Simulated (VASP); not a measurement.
# MgS in VASP: one cell, several levels of theory

What does VASP give for zincblende MgS, under +0.5 % equal strain in all directions, the cell held fixed? Runs: PBE, r2SCAN. This is a trial cell built on a prototype, not taken from a measured structure, and it needn't be the compound's ground state.

The runs shown are made with VASP 6.6.1. PAW datasets, plane waves. Spin-unpolarised throughout. Whether this structure exists isn't addressed.

## (1) The cell

The cell comes from an earlier relaxation with r2SCAN in another program.

Space group F-43m (No. 216), cubic; a = 5.690 Å in the conventional setting, 23.03 Å³ an atom. Around Mg lie 4 S at 2.46 Å; around S lie 4 Mg at 2.46 Å.

Coordinates:

```xyz
2
Lattice="0.0000 2.8450 2.8450 2.8450 0.0000 2.8450 2.8450 2.8450 0.0000" Properties=species:S:1:pos:R:3 pbc="T T T"
Mg    0.0000    0.0000    0.0000
S     1.4225    1.4225    1.4225
```

## (2) Single point with PBE

INCAR reads:

```
ENCUT = 520.000000
SIGMA = 0.020000
EDIFF = 1.00e-07
GGA = PE
PREC = Accurate
IBRION = -1
ISIF = 2
ISMEAR = -1
NBANDS = 11
NELM = 120
NSW = 0
LASPH = .TRUE.
LCHARG = .TRUE.
LELF = .TRUE.
LWAVE = .FALSE.
LREAL = .FALSE.
```

KPOINTS reads:

```
KPOINTS created by Atomic Simulation Environment
0
Gamma
8 8 8
0 0 0
```

KPOINTS_OPT reads:

```
special points
6
Reciprocal
0.0000000000 0.0000000000 0.0000000000 1
-0.5000000000 -0.5000000000 0.0000000000 1
-0.3750000000 -0.3750000000 0.2500000000 1
-0.3750000000 0.0000000000 0.3750000000 1
0.0000000000 0.0000000000 0.5000000000 1
-0.5000000000 -0.2500000000 0.2500000000 1
```

POSCAR reads:

```
Mg S
 1.0000000000000000
     0.0000000000000000    2.8450312253000001    2.8450312253000001
     2.8450312253000001    0.0000000000000000    2.8450312253000001
     2.8450312253000001    2.8450312253000001    0.0000000000000000
 Mg  S
   1   1
Cartesian
  0.0000000000000000  0.0000000000000000  0.0000000000000000
  1.4225156126500000  1.4225156126500000  1.4225156126500000
```

Potentials: the recommended PBE PAW datasets, 8 valence electrons in the neutral cell.

Run with:

```
$ mpirun -np 1 vasp_std
```

Standard output, without the iteration lines:

```text
POSCAR found type information on POSCAR MgS
 POSCAR found :  2 types and       2 ions
 LDA part: xc-table for (Slater+PW92), standard interpolation
 POSCAR, INCAR and KPOINTS ok, starting setup
 FFT: planning ... GRIDC
 FFT: planning ... GRID_SOFT
 FFT: planning ... GRID
 WAVECAR not read
 entering main loop
 Start KPOINTS_OPT (optional k-point list driver)
k-point batch [1-6\6]
```

OSZICAR:

```text
N       E                     dE             d eps       ncg     rms          rms(c)
DAV:   1     0.226190832851E+02    0.22619E+02   -0.34408E+03   662   0.579E+02
DAV:   2    -0.720580049274E+01   -0.29825E+02   -0.28656E+02   773   0.973E+01
DAV:   3    -0.897947965823E+01   -0.17737E+01   -0.17708E+01   809   0.256E+01
DAV:   4    -0.899303175986E+01   -0.13552E-01   -0.13551E-01   749   0.265E+00
DAV:   5    -0.899319623164E+01   -0.16447E-03   -0.16447E-03   817   0.287E-01    0.400E+00
DAV:   6    -0.849971210124E+01    0.49348E+00   -0.12516E+00   698   0.413E+00    0.306E+00
DAV:   7    -0.846583318705E+01    0.33879E-01   -0.26770E-01   749   0.210E+00    0.239E+00
DAV:   8    -0.847355383369E+01   -0.77206E-02   -0.23946E-02   692   0.932E-01    0.135E+00
DAV:   9    -0.847265213896E+01    0.90169E-03   -0.24290E-03   739   0.243E-01    0.448E-01
DAV:  10    -0.847286612497E+01   -0.21399E-03   -0.71172E-04   725   0.124E-01    0.923E-02
DAV:  11    -0.847287165202E+01   -0.55270E-05   -0.55485E-05   767   0.302E-02    0.583E-02
DAV:  12    -0.847287303674E+01   -0.13847E-05   -0.75006E-06   719   0.134E-02    0.626E-03
DAV:  13    -0.847287303052E+01    0.62235E-08   -0.32701E-07   803   0.286E-03
   1 F= -.84728730E+01 E0= -.84728730E+01  d E =-.122676E-10
       N       E                     dE             ncg
DAV:   1     0.395425560470E+03   -0.14326E+04      140
DAV:   2     0.230826810783E+03   -0.16460E+03      188
DAV:   3     0.223612097317E+03   -0.72147E+01      165
DAV:   4     0.223556823745E+03   -0.55274E-01      162
DAV:   5     0.223556060592E+03   -0.76315E-03      170
DAV:   6     0.223556049414E+03   -0.11178E-04      164
DAV:   7     0.223556049244E+03   -0.17018E-06      181
DAV:   8     0.223556049241E+03   -0.23333E-08      138
```

The lines after F= are the extra pass for the points of KPOINTS_OPT, at fixed density; their E is not a total energy.

OUTCAR, selected sections:

```text
k-points           NKPTS =     29   k-points in BZ     NKDIM =     29   number of bands    NBANDS=     11

   NELECT =       8.0000    total number of electrons

   dimension x,y,z NGX =    30 NGY =   30 NGZ =   30
   dimension x,y,z NGXF=    60 NGYF=   60 NGZF=   60

  energy-cutoff  :      520.00
  volume of cell :       46.06
      direct lattice vectors                 reciprocal lattice vectors
     0.000000000  2.845031225  2.845031225    -0.175744996  0.175744996  0.175744996
     2.845031225  0.000000000  2.845031225     0.175744996 -0.175744996  0.175744996
     2.845031225  2.845031225  0.000000000     0.175744996  0.175744996 -0.175744996

 k-points in reciprocal lattice and weights: KPOINTS created by Atomic Simulation Env
   0.00000000  0.00000000  0.00000000       0.002
   0.12500000  0.00000000  0.00000000       0.016
   0.25000000  0.00000000  0.00000000       0.016
   0.37500000  0.00000000  0.00000000       0.016
   0.50000000  0.00000000  0.00000000       0.008
   0.12500000  0.12500000  0.00000000       0.012
   0.25000000  0.12500000  0.00000000       0.047
   0.37500000  0.12500000  0.00000000       0.047
[... 21 more k-points ...]

 E-fermi :   1.3789

 k-point     1 :       0.0000    0.0000    0.0000
  band No.  band energies     occupation
      1     -10.2478      2.00000
      2       0.9708      2.00000
      3       0.9708      2.00000
      4       0.9708      2.00000
      5       4.3548      0.00000
      6       8.8821      0.00000
      7       8.8821      0.00000
      8       8.8821      0.00000
      9      11.7706      0.00000
     10      11.7706      0.00000
     11      14.5704      0.00000

 k-point     2 :       0.1250    0.0000    0.0000
  band No.  band energies     occupation
      1     -10.1631      2.00000
      2       0.2991      2.00000
      3       0.9184      2.00000
      4       0.9184      2.00000
      5       5.0110      0.00000
      6       8.6877      0.00000
      7       9.0568      0.00000
      8       9.0568      0.00000
      9      11.3167      0.00000
     10      11.3167      0.00000
     11      14.0168      0.00000

 k-point     3 :       0.2500    0.0000    0.0000
  band No.  band energies     occupation
      1      -9.9440      2.00000
      2      -0.8530      2.00000
      3       0.8001      2.00000
      4       0.8001      2.00000
      5       5.8700      0.00000
      6       8.7017      0.00000
      7       9.0992      0.00000
      8       9.0992      0.00000
      9      11.3614      0.00000
     10      11.3614      0.00000
     11      13.1539      0.00000

 k-point     4 :       0.3750    0.0000    0.0000
  band No.  band energies     occupation
      1      -9.6999      2.00000
      2      -1.7611      2.00000
      3       0.6915      2.00000
      4       0.6915      2.00000
      5       6.0590      0.00000
      6       8.7544      0.00000
      7       8.7544      0.00000
      8       9.2561      0.00000
      9      12.6393      0.00000
     10      12.6393      0.00000
     11      13.1331      0.00000

 k-point     5 :       0.5000    0.0000    0.0000
  band No.  band energies     occupation
      1      -9.5895      2.00000
      2      -2.1049      2.00000
      3       0.6490      2.00000
      4       0.6490      2.00000
      5       6.0317      0.00000
      6       8.5876      0.00000
      7       8.5876      0.00000
      8       9.5049      0.00000
      9      13.7437      0.00000
     10      14.0866      0.00000
     11      14.0866      0.00000

 k-point     6 :       0.1250    0.1250    0.0000
  band No.  band energies     occupation
      1     -10.1349      2.00000
      2       0.2983      2.00000
      3       0.7940      2.00000
      4       0.7940      2.00000
      5       5.2323      0.00000
      6       8.3367      0.00000
      7       9.2984      0.00000
      8       9.2984      0.00000
      9      10.3645      0.00000
     10      12.0315      0.00000
     11      15.2697      0.00000

 k-point     7 :       0.2500    0.1250    0.0000
  band No.  band energies     occupation
      1      -9.9605      2.00000
      2      -0.5585      2.00000
      3       0.6316      2.00000
      4       0.6670      2.00000
      5       6.0350      0.00000
      6       8.0685      0.00000
      7       9.0666      0.00000
      8       9.5978      0.00000
      9      10.4316      0.00000
     10      12.2016      0.00000
     11      14.3506      0.00000

 k-point     8 :       0.3750    0.1250    0.0000
  band No.  band energies     occupation
      1      -9.7217      2.00000
      2      -1.4582      2.00000
      3       0.4658      2.00000
      4       0.5273      2.00000
      5       6.4408      0.00000
      6       8.0996      0.00000
      7       8.9388      0.00000
      8       9.3644      0.00000
      9      11.6610      0.00000
     10      13.2123      0.00000
     11      13.9195      0.00000

 k-point     9 :       0.5000    0.1250    0.0000
  band No.  band energies     occupation
      1      -9.5612      2.00000
      2      -1.9513      2.00000
      3       0.2731      2.00000
      4       0.5312      2.00000
      5       6.5140      0.00000
      6       7.8291      0.00000
      7       9.0293      0.00000
      8       9.7717      0.00000
      9      12.7871      0.00000
     10      14.1116      0.00000
     11      14.6038      0.00000

 k-point    10 :      -0.3750    0.1250    0.0000
  band No.  band energies     occupation
      1      -9.5980      2.00000
      2      -1.8412      2.00000
      3       0.1970      2.00000
      4       0.6394      2.00000
      5       6.6020      0.00000
      6       7.9315      0.00000
      7       8.9639      0.00000
      8       9.6276      0.00000
      9      12.2913      0.00000
     10      13.7341      0.00000
     11      14.6068      0.00000

 k-point    11 :      -0.2500    0.1250    0.0000
  band No.  band energies     occupation
      1      -9.8028      2.00000
      2      -1.1868      2.00000
      3       0.2948      2.00000
      4       0.7987      2.00000
      5       6.5178      0.00000
      6       8.3501      0.00000
      7       8.8585      0.00000
      8       9.2182      0.00000
      9      10.7629      0.00000
     10      12.9873      0.00000
     11      14.0717      0.00000

 k-point    12 :      -0.1250    0.1250    0.0000
  band No.  band energies     occupation
      1     -10.0332      2.00000
      2      -0.3090      2.00000
      3       0.5851      2.00000
      4       0.9193      2.00000
      5       5.7661      0.00000
      6       8.4136      0.00000
      7       9.1609      0.00000
      8       9.2661      0.00000
      9      10.4338      0.00000
     10      11.7773      0.00000
     11      14.5562      0.00000

 k-point    13 :       0.2500    0.2500    0.0000
  band No.  band energies     occupation
      1      -9.8441      2.00000
      2      -0.7506      2.00000
      3       0.4141      2.00000
      4       0.4141      2.00000
      5       6.0932      0.00000
      6       7.4457      0.00000
      7       9.3370      0.00000
      8      10.3907      0.00000
      9      10.3907      0.00000
     10      12.7989      0.00000
     11      16.3698      0.00000

 k-point    14 :       0.3750    0.2500    0.0000
  band No.  band energies     occupation
      1      -9.6504      2.00000
      2      -1.2844      2.00000
      3       0.1254      2.00000
      4       0.2732      2.00000
      5       6.0405      0.00000
      6       7.4230      0.00000
      7       9.2846      0.00000
      8      10.6058      0.00000
      9      11.6448      0.00000
     10      13.6905      0.00000
     11      15.5925      0.00000

 k-point    15 :       0.5000    0.2500    0.0000
  band No.  band energies     occupation
      1      -9.4891      2.00000
      2      -1.6325      2.00000
      3      -0.3202      2.00000
      4       0.2735      2.00000
      5       6.1737      0.00000
      6       7.9046      0.00000
      7       9.4127      0.00000
      8      10.2317      0.00000
      9      12.5052      0.00000
     10      14.2559      0.00000
     11      15.4037      0.00000

 k-point    16 :      -0.3750    0.2500    0.0000
  band No.  band energies     occupation
      1      -9.4699      2.00000
      2      -1.6172      2.00000
      3      -0.6126      2.00000
      4       0.4139      2.00000
      5       6.6021      0.00000
      6       8.0530      0.00000
      7       9.6666      0.00000
      8       9.8922      0.00000
      9      12.3405      0.00000
     10      12.4378      0.00000
     11      15.8404      0.00000

[... the tables of k-points 17 to 29 left out ...]

  Total        0.0193835      0.0193835      0.0193835      0.0000000      0.0000000     -0.0000000
  in kB        0.6742962      0.6742962      0.6742962      0.0000000      0.0000000     -0.0000000
  external PRESSURE =       0.6742962 kB  Pullay stress =       0.0000000 kB

 POSITION                                       TOTAL-FORCE (eV/Angst)
 -----------------------------------------------------------------------------------
      0.00000      0.00000      0.00000        -0.000000     -0.000000     -0.000000
      1.42252      1.42252      1.42252         0.000000      0.000000      0.000000
 -----------------------------------------------------------------------------------
    total drift:                                0.000000      0.000000      0.000000

  FREE ENERGIE OF THE ION-ELECTRON SYSTEM (eV)
  ---------------------------------------------------
  free  energy   TOTEN  =        -8.4728730305 eV

  energy  without entropy=       -8.4728730305  energy(sigma->0) =       -8.47287303
```

It took 19 s on 1 MPI rank of Intel Xeon Platinum 8488C, shared host; peak memory 0.18 GiB.

The levels at the points of KPOINTS_OPT are read from vasprun.xml.

Levels at the named points, in eV from the top of band v (v: the last filled band by count, c: the next):

| point | v−1 | v | c | c+1 |
| --- | --- | --- | --- | --- |
| Γ | 0.00 | 0.00 | 3.38 | 7.91 |
| X | -1.01 | -1.01 | 3.90 | 5.63 |
| U | -1.83 | -0.80 | 4.83 | 6.93 |
| K | -1.83 | -0.80 | 4.83 | 6.93 |
| L | -0.32 | -0.32 | 5.06 | 7.62 |
| W | -1.79 | -1.30 | 5.53 | 7.82 |

The PBE gap is 3.38 eV, direct at Γ. The pressure is 0.07 GPa; the forces vanish within 0.01 eV/Å.

Axes a, b and c in the maps are those of this run's conventional cell (a, b, c = 5.690, 5.690, 5.690 Å).

Density in a lattice plane of the grid's cell (edges 5.69 and 5.69 Å, at 0.000 of the third edge), which holds Mg.

Ten even steps from ' ' (0.01 e/Å³) to '@' (0.15 e/Å³):
```
  ..::--====--::::..          ..::::--====--::..
..::--++****++==--::..      ..::--==++****++--::
----++**######**==--::......::--==**######**++--
--==++##%%@@@@%%**==--::::::--==**%%@@@@%%##++==
----==**%%@@@@@@%%**==------==**%%@@@@@@%%**==--
::::--==**%%@@@@%%##++==--==++##%%@@@@%%**==--::
....::--==**######**++------++**######**==--::..
    ..::--==++****++--::..::--++****++==--::..  
      ..::::--====--::..  ..::--====--::::..    
        ..::------::..      ..::------::..      
      ..::::--====--::..  ..::--====--::::..    
    ..::--==++****++--::..::--++****++==--::..  
....::--==**######**++------++**######**==--::..
::::--==**%%@@@@%%##++==--==++##%%@@@@%%**==--::
----==**%%@@@@@@%%**==------==**%%@@@@@@%%**==--
--==++##%%@@@@%%**==--::::::--==**%%@@@@%%##++==
----++**######**==--::......::--==**######**++--
..::--++****++==--::..      ..::--==++****++--::
  ..::--====--::::..          ..::::--====--::..
    ..::------::..              ..::------::..  
```
Columns run along the first of these edges and rows up along the second, over one cell in 24 and 20 even steps from the bottom left corner. Atoms in the plane (fractional): Mg at (0.00, 0.00), Mg at (0.50, 0.50).

ELF in the same plane.

Ten even steps from ' ' (0.00) to '@' (0.67):
```
      ..::::::....              ....::::::..    
    ::++****++==::..          ..::==++****++::  
  ..==##%%%%%%##++--..      ..--++##%%%%%%##==..
..::==##@@@@@@%%##++--..  ..--++##%%@@@@@@##==::
..::==##%%@@@@@@%%##==::..::==##%%@@@@@@%%##==::
  ..--++##%%@@@@@@##++::..::++##@@@@@@%%##++--..
    ..--++##%%%%%%##==..  ..==##%%%%%%##++--..  
      ..::==++****++::      ::++****++==::..    
        ....::::::..          ..::::::....      
            ......              ......          
        ....::::::..          ..::::::....      
      ..::==++****++::      ::++****++==::..    
    ..--++##%%%%%%##==..  ..==##%%%%%%##++--..  
  ..--++##%%@@@@@@##==::..::==##@@@@@@%%##++--..
..::==##%%@@@@@@%%##==::..::==##%%@@@@@@%%##==::
..::++##@@@@@@%%##++--..  ..--++##%%@@@@@@##++::
  ..==##%%%%%%##++--..      ..--++##%%%%%%##==..
    ::++****++==::..          ..::==++****++::  
      ..::::::....              ....::::::..    
        ......                      ......      
```
Columns run along the first of these edges and rows up along the second, over one cell in 24 and 20 even steps from the bottom left corner. Atoms in the plane (fractional): Mg at (0.00, 0.00), Mg at (0.50, 0.50).

Both are smooth fields of the valence electrons: close to the nuclei they are not physical.

The highest ELF values outside the cores: 0.91 on the S–Mg line, 0.9 Å from S.

(Part 1 of 2 ends here.)
